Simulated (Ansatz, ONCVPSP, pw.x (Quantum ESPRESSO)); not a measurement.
pw.x on diamond Rb: one setting changed

Potential: optimised norm-conserving Vanderbilt (ONCV), ONCVPSP 4.0.1.1 (patched build), PBE; core [Ar] 3d10, reference 4s2 4p6 5p1; waves: 4s: rc 2.25 bohr, ncon 4, nbas 7, qcut 5.2 1/bohr, 2 projectors, debl 3.8 Ha; 4p+5p: rc 3.00 bohr, ncon 4, nbas 8, qcut 3.8 1/bohr, 2 projectors; d scattering state at 0.03 Ha: rc 3.10 bohr, ncon 4, nbas 8, qcut 3.7 1/bohr, 2 projectors, debl 1 Ha; local part: polynomial inside 1.80 bohr (lpopt 5, dvloc0 0 Ha); core correction: Teter function, fcfact 4.75, rcfact 1.32.

The reference run (k-mesh 8³, cutoffs 50/200 Ry, Fermi–Dirac 0.01 Ry, mixing_beta 0.4, conv_thr 1e-9, no spin) gives -0.00 GPa at 141.711 Å³/atom, where all-electron LAPW gives -0.00 GPa. This run, with its own iteration cap, changes mixing_beta to 0.1.

```
&control
  calculation='scf', prefix='x', pseudo_dir='./', outdir='./tmp', tstress=.true., disk_io='none'
/
&system
  ibrav=0, nat=2, ntyp=1, ecutwfc=50, ecutrho=200, nbnd=17,
  occupations='smearing', smearing='fd', degauss=0.01
/
&electrons
  conv_thr=1e-09, mixing_beta=0.1, electron_maxstep=60
/
ATOMIC_SPECIES
Rb 1.0 Rb.UPF
CELL_PARAMETERS angstrom
  0.00000000 5.21356174 5.21356174
  5.21356174 0.00000000 5.21356174
  5.21356174 5.21356174 0.00000000
ATOMIC_POSITIONS crystal
Rb 0.0000 0.0000 0.0000
Rb 0.2500 0.2500 0.2500
K_POINTS automatic
8 8 8 0 0 0
```

```bash
pw.x < Rb.scf.in > Rb.scf.out
```

**Question.** How does the run end?

**Answer.** It converges in 12 iterations; the free energy moves by +0.0 meV/atom and the pressure by +0.00 GPa. The result is that of the reference run.

```
Message from routine setup:
     using ibrav=0 with symmetry is DISCOURAGED, use correct ibrav instead
     lattice parameter (alat)  =      13.9331  a.u.
     unit-cell volume          =    1912.6265 (a.u.)^3
     number of electrons       =        18.00
     number of Kohn-Sham states=           17
     kinetic-energy cutoff     =      50.0000  Ry
     charge density cutoff     =     200.0000  Ry
     scf convergence threshold =      1.0E-09
     Exchange-correlation= PBE
     number of k points=    29  Fermi-Dirac smearing, width (Ry)=  0.0100
     iteration #  1     ecut=    50.00 Ry     beta= 0.10
     total energy              =    -104.72750655 Ry
     estimated scf accuracy    <       0.02810707 Ry
     iteration #  2     ecut=    50.00 Ry     beta= 0.10
     total energy              =    -104.71705793 Ry
     estimated scf accuracy    <       0.02001817 Ry
     iteration #  3     ecut=    50.00 Ry     beta= 0.10
     total energy              =    -104.72163530 Ry
     estimated scf accuracy    <       0.00118342 Ry
     iteration #  4     ecut=    50.00 Ry     beta= 0.10
     total energy              =    -104.72179735 Ry
     estimated scf accuracy    <       0.00032662 Ry
     iteration #  5     ecut=    50.00 Ry     beta= 0.10
     total energy              =    -104.72181609 Ry
     estimated scf accuracy    <       0.00004269 Ry
     iteration #  6     ecut=    50.00 Ry     beta= 0.10
     total energy              =    -104.72181797 Ry
     estimated scf accuracy    <       0.00001073 Ry
     iteration #  7     ecut=    50.00 Ry     beta= 0.10
     total energy              =    -104.72181957 Ry
     estimated scf accuracy    <       0.00000017 Ry
     iteration #  8     ecut=    50.00 Ry     beta= 0.10
     total energy              =    -104.72181970 Ry
     estimated scf accuracy    <          9.1E-09 Ry
     iteration #  9     ecut=    50.00 Ry     beta= 0.10
     total energy              =    -104.72181969 Ry
     estimated scf accuracy    <       0.00000005 Ry
     iteration # 10     ecut=    50.00 Ry     beta= 0.10
     total energy              =    -104.72181970 Ry
     estimated scf accuracy    <          1.2E-09 Ry
     iteration # 11     ecut=    50.00 Ry     beta= 0.10
     total energy              =    -104.72181970 Ry
     estimated scf accuracy    <          1.6E-09 Ry
     iteration # 12     ecut=    50.00 Ry     beta= 0.10
     the Fermi energy is     0.5154 ev
!    total energy              =    -104.72181970 Ry
     estimated scf accuracy    <          1.5E-10 Ry
     smearing contrib. (-TS)   =      -0.00782305 Ry
     The total energy is F=E-TS. E is the sum of the following terms:
     one-electron contribution =     -72.96175718 Ry
     hartree contribution      =      36.80292373 Ry
     xc contribution           =     -24.26754494 Ry
     ewald contribution        =     -44.28761826 Ry
     convergence has been achieved in  12 iterations
          total   stress  (Ry/bohr**3)                   (kbar)     P=       -0.05
     Message from routine punch:
     Nothing written, as per user request (disk_io='none')
```

The run took about 3.6 min on one core of a shared host (Neoverse-N1, 64 threads, 124 GiB, load 54).
